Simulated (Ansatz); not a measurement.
Ni:

```
Ni
1.0
     0.00000    1.73757    1.73757
     1.73757    0.00000    1.73757
     1.73757    1.73757    0.00000
Ni
1
Direct
  0.00000 0.00000 0.00000
```

Base run:

- Program: Ansatz 0.2.0
- Functional: PBE
- Potentials or basis: Ansatz PAW
- Cutoff: 420 eV (not typed: the program's choice for these potentials)
- k mesh: 11 × 11 × 11
- Occupations: fermi-dirac, width 0.05 eV
- Spin: collinear spin, ferromagnetic start
- Starting moments: [1.0] μB
- Fixed moment: 1 μB

Its results: pressure 11.9 GPa; site moments Ni +1.01 μB.

Question: After a change of settings the same cell gave: pressure 9.7 GPa; site moments Ni +0.83 μB. Which change was it?
A. fixed moment from 1 μB to 0.8 μB; moments at the start from [1.0] to [0.8]
B. fixed moment from 1 μB to 1.2 μB; moments at the start from [1.0] to [1.2]
C. fixed moment from 1 μB to 2 μB; moments at the start from [1.0] to [2.0]
D. fixed moment from 1 μB to 1.5 μB; moments at the start from [1.0] to [1.5]

Answer: A.

Caveats: the total moment is fixed, so each spin has its own Fermi level; the thresholds are loose for stress.
